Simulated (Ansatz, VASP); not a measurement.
# One calculation of LiF (Griceite), two programs

```xyz
2
Lattice="0.0000 1.8893 2.0787 1.8893 0.0000 2.0787 1.8893 1.8893 0.0000" Properties=species:S:1:pos:R:3 pbc="T T T"
Li    0.0000    0.0000    0.0000
F     1.8893    1.8893    2.0787
```

Change from the starting cell: epitaxial_xy strain -5.3%.

Alike in both runs: task single point; functional PBE; k mesh 10 × 10 × 10; occupations fermi-dirac, width 0.02 eV; no spin polarisation.

```csv
,VASP,Ansatz
version,VASP 6.6.1,Ansatz 0.2.0
potentials or method,"VASP PAW PBE potentials, release 64 (Li_sv, F)","plane waves, PAW"
plane-wave cutoff (eV),520,420
valence electrons in the cell,10,10
```

|  | VASP | Ansatz | Ansatz less VASP |
| --- | --- | --- | --- |
| gap on the k mesh at the Fermi level (eV) | 9.84 | 9.84 | 0.000 |

The functional is the same, so the differences come from potentials, cutoffs and numerics.

 A k mesh can miss the band edges.
